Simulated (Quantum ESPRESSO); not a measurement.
Be2C:

```
C Be
1.0
     0.00000    2.16500    2.16500
     2.16500    0.00000    2.16500
     2.16500    2.16500    0.00000
C Be
1 2
Direct
  0.00000 0.00000 0.00000
  0.75000 0.75000 0.75000
  0.25000 0.25000 0.25000
```

Base run:

| Quantity | Value |
| --- | --- |
| Program | Quantum ESPRESSO 7.5 |
| Functional | LDA |
| Potentials or basis | PseudoDojo 0.4.1 SR LDA standard |
| Cutoff | 1197 eV |
| Density cutoff | 4789 eV |
| k mesh | 6 × 6 × 6 |
| Occupations | fixed |
| Spin | no spin polarisation |

Its results: band gap on the k mesh, mean-field level 1.19 eV, indirect (least direct gap 4.05 eV).

Problem. The run is repeated on the same cell with these changes: functional from LDA to PBEsol; potentials or basis from PseudoDojo 0.4.1 SR LDA standard to PseudoDojo 0.4.1 SR PBEsol standard. What comes out?

Solution. Band gap on the k mesh, mean-field level 1.08 eV, indirect (least direct gap 4.12 eV).

A k mesh can miss the band edges.
